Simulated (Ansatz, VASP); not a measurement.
# Cross-check of WSO between VASP and Ansatz, part 2 of 2

One calculation is typed for both programs; each brings its own data sets. How far apart do they land? Of the first pair: The structure shown is the start of the Ansatz relaxation below; VASP solves that cell, so the two are compared at the walk's first step.

VASP 6.6.1 and Ansatz 0.2.0.

So far: Set-up; Ansatz: relaxation, PBE; VASP: single point, PBE, start cell, pair 1.

## Step 4: Differences

Known differences besides the potentials themselves: Ansatz cuts the interaction across the vacuum, VASP repeats the sheet with a dipole correction (LDIPOL); the data sets hold 26 valence electrons in Ansatz (on its default PAW (the set named soft_2) files) and 18 in VASP; the cutoff is 420 eV in Ansatz and 520 eV in VASP. Total energies have different zeros and are not compared.

Forces (eV/Å; atoms numbered as in POSCAR):

| atom | Ansatz x, y, z | VASP x, y, z |
| --- | --- | --- |
| W1 | 0.000, 0.000, 11.222 | 0.000, 0.000, 11.314 |
| S2 | 0.000, 0.000, -7.539 | 0.000, 0.000, -7.684 |
| O3 | 0.000, 0.000, -3.683 | 0.000, 0.000, -3.630 |

The forces differ by 60 meV/Å r.m.s., which is 1.3 % of the r.m.s. force of 4.717 eV/Å (both taken over all components). Where the cell holds vacuum, a pressure given here is an average over it and none of the material.

## Step 5: Ansatz: relaxation, PBE

This run makes the geometry at which the two programs are then compared.

The structure compared here is the end of the Ansatz relaxation.

This is the run of step 2 again, met here at its other cell.

## Step 6: VASP: single point, PBE, relaxed cell, pair 2

The same cell, functional, mesh and smearing now go to VASP, with its own data sets.

File INCAR:

```
SYSTEM = WSO
PREC = Accurate
ENCUT = 520
EDIFF = 1E-06
NELM = 120
ISMEAR = -1
SIGMA = 0.05
LREAL = .FALSE.
ALGO = Normal
GGA = PE
NBANDS = 15
LASPH = .TRUE.
LORBIT = 11
LWAVE = .FALSE.
LCHARG = .FALSE.
ISIF = 2
LDIPOL = .TRUE.
IDIPOL = 3
DIPOL = 0.5 0.5 0.325
LVHAR = .TRUE.
GGA_COMPAT = .FALSE.
EFERMI = MIDGAP
NELMDL = -8
```

File POSCAR:

```
WSO
1.0
    3.0051537500      0.0000000030      0.0000000000
   -1.5025768776      2.6025394883      0.0000000000
    0.0000000000      0.0000000000     29.4602824300
W S O
1 1 1
Direct
    0.0000000000      0.0000000000      0.3298968388
    0.3333333333      0.6666666667      0.2744031365
    0.3333333333      0.6666666667      0.3694686933
```

File KPOINTS:

```
Automatic mesh
0
Gamma
11 11 1
0 0 0
```

Potentials, in the order of the species: W, S and O (PBE family, release 64).

Run with:

```console
$ mpirun -np 1 vasp_std
```

Numbers of over 12 decimals in the logs are rounded to 6 here.

What it wrote:

```text
[... set-up lines as in an earlier step ...]
 entering main loop
       N       E                     dE             d eps       ncg     rms          rms(c)
DAV:   1     0.158979231322E+03    0.15898E+03   -0.60950E+03   480   0.862E+02
DAV:   2    -0.639237102054E+01   -0.16537E+03   -0.15278E+03   830   0.184E+02
DAV:   3    -0.286376821226E+02   -0.22245E+02   -0.22054E+02   676   0.897E+01
DAV:   4    -0.290618874826E+02   -0.42421E+00   -0.42209E+00   650   0.147E+01
[...]
DAV:  26    -0.259116701946E+02   -0.15489E-05   -0.14178E-07   548   0.289E-03    0.245E-03
DAV:  27    -0.259116715351E+02   -0.13404E-05   -0.65007E-08   513   0.174E-03    0.200E-03
DAV:  28    -0.259116717894E+02   -0.25437E-06   -0.90060E-09   555   0.630E-04
   1 F= -.25911672E+02 E0= -.25911672E+02  d E =-.816907E-08
```

From OUTCAR (step 6):

```text
  Total       -0.1221014     -0.1221014     -0.0668740      0.0000000      0.0000000     -0.0000000
  in kB       -0.8490445     -0.8490445     -0.4650151      0.0000000      0.0000000     -0.0000000
  external PRESSURE =      -0.7210347 kB  Pullay stress =       0.0000000 kB

 POSITION                                       TOTAL-FORCE (eV/Angst)
 -----------------------------------------------------------------------------------
      0.00000      0.00000      9.71885         0.000000      0.000000     -0.121386
     -0.00000      1.73503      8.08399        -0.000000     -0.000000      0.060576
     -0.00000      1.73503     10.88465        -0.000000      0.000000      0.060810
 -----------------------------------------------------------------------------------
    total drift:                                0.000000     -0.000000      0.000233

  FREE ENERGIE OF THE ION-ELECTRON SYSTEM (eV)
  ---------------------------------------------------
  free  energy   TOTEN  =       -25.9116717894 eV

  energy  without entropy=      -25.9116717813  energy(sigma->0) =      -25.91167179

[... 1 part as in an earlier step ...]

[... 2 further parts left out ...]
[key lines of the parts left out:]
E-fermi :  -2.7065
```

## Step 7: Side by side

What differs besides the data sets and the points named for the pairs above, as far as they apply: the data sets hold 26 valence electrons in Ansatz (on its default PAW (the set named soft_2) files) and 18 in VASP. Total energies have different zeros and are not compared.

Both answers:

| quantity | Ansatz | VASP | difference |
| --- | --- | --- | --- |
| gap on the k mesh (eV) | 1.654 | 1.614 | +0.040 |

Forces (eV/Å; atoms numbered as in POSCAR):

| atom | Ansatz x, y, z | VASP x, y, z |
| --- | --- | --- |
| W1 | 0.000, 0.000, 0.000 | 0.000, 0.000, -0.121 |
| S2 | 0.000, 0.000, 0.001 | 0.000, 0.000, 0.061 |
| O3 | 0.000, 0.000, 0.000 | 0.000, 0.000, 0.061 |

The forces differ by 49 meV/Å r.m.s., where the r.m.s. force is 0.000 eV/Å in Ansatz and 0.050 eV/Å in VASP: the atoms lie near their places of rest in Ansatz, so a percentage would say little (all taken over all components). A gap on the mesh is an upper bound, since the band edges may lie between its points; neither run holds spin-orbit coupling, which can move the band edges of a compound of W. Where the cell holds vacuum, a pressure given here is an average over it and none of the material.

## Step 8: Other set-ups

Further runs change the set-up of one program: Ansatz's method, potentials or start, or VASP's data sets, cutoff or form of LDA. The table gives Ansatz less VASP for each quantity, since a change that brings one quantity closer may part another.

| run | r.m.s. force difference (meV/Å) | gap on the k mesh (eV) |
| --- | --- | --- |
| as above | 49 | 0.040 |
| VASP with the data sets W_sv, S and O | 66 | 0.0032 |

## Step 9: What came out

```
r.m.s. force difference (single point, PBE, start cell, pair 1)           : 1.3 % of the r.m.s. force
r.m.s. force difference (single point, PBE, relaxed cell, pair 2)         : 49 meV/Å
difference in gap on the k mesh (single point, PBE, relaxed cell, pair 2) : 0.040 eV
```

What this shows: The r.m.s. force difference is 49 meV/Å (single point, PBE, relaxed cell, pair 2), beyond the 12 meV/Å picked in this series as the mark of a large difference. The data sets hold unlike numbers of valence electrons (26 in Ansatz and 18 in VASP), so part of the differences may come from the potentials. Single point, PBE, relaxed cell, pair 2, VASP with the data sets W_sv, S and O: r.m.s. force difference goes from 49 to 66 meV/Å; the difference in gap on the k mesh goes from 0.040 to 0.0032 eV. Such differences can come from data sets, numerical settings and the points named under the comparisons, not from the functional's error against experiment.

[Lines on the potential files, build, host, timing and source positions are cut from VASP's logs without a mark.]

[Logs are printed without paths, hosts, clocks, repeated set-up lines and the standing remarks that a program may print on its own settings, such as how far it seeks lower states.]

[Hosts, paths, dates, database ids (printed as entryN), source tags and the programs' standing remarks are cut or masked in the printed files.]
